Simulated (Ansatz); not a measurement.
Start from `CCCS` and change one atom or group to get `CCC(O)S`.

Ansatz, PBE0-D4/def2-TZVP geometries, multiplicity 1. Each molecule was computed in one conformer, which needn't be the lowest.

```json
{"property": "LUMO energy (PBE/def2-TZVPP) / eV", "`CCCS`": "-0.32"}
{"property": "size of the dipole moment (PBE/def2-TZVPP) / D", "`CCCS`": "1.62"}
{"property": "HOMO energy (PBE/def2-TZVPP) / eV", "`CCCS`": "-5.52"}
{"property": "LUMO energy (B3LYP/def2-TZVPP) / eV", "`CCCS`": "0.30"}
{"property": "size of the dipole moment (B3LYP/def2-TZVPP) / D", "`CCCS`": "1.62"}
{"property": "size of the dipole moment (ωB97M-V/def2-TZVPP) / D", "`CCCS`": "1.61"}
```

Q: What does the change do to each property? (An estimate is asked.)

A: The calculation gave: 
```csv
property,`CCC(O)S`,shift
LUMO energy (PBE/def2-TZVPP) / eV,-0.70,-0.38
size of the dipole moment (PBE/def2-TZVPP) / D,1.49,-0.13
HOMO energy (PBE/def2-TZVPP) / eV,-5.84,-0.32
LUMO energy (B3LYP/def2-TZVPP) / eV,-0.08,-0.38
size of the dipole moment (B3LYP/def2-TZVPP) / D,1.52,-0.10
size of the dipole moment (ωB97M-V/def2-TZVPP) / D,1.53,-0.08
```

Dipoles are sizes alone; their direction can turn.

B3LYP here is the variant with VWN-RPA as its local correlation; programs differ in this.

Positive LUMOs are unbound, so they and the gaps depend on the basis.
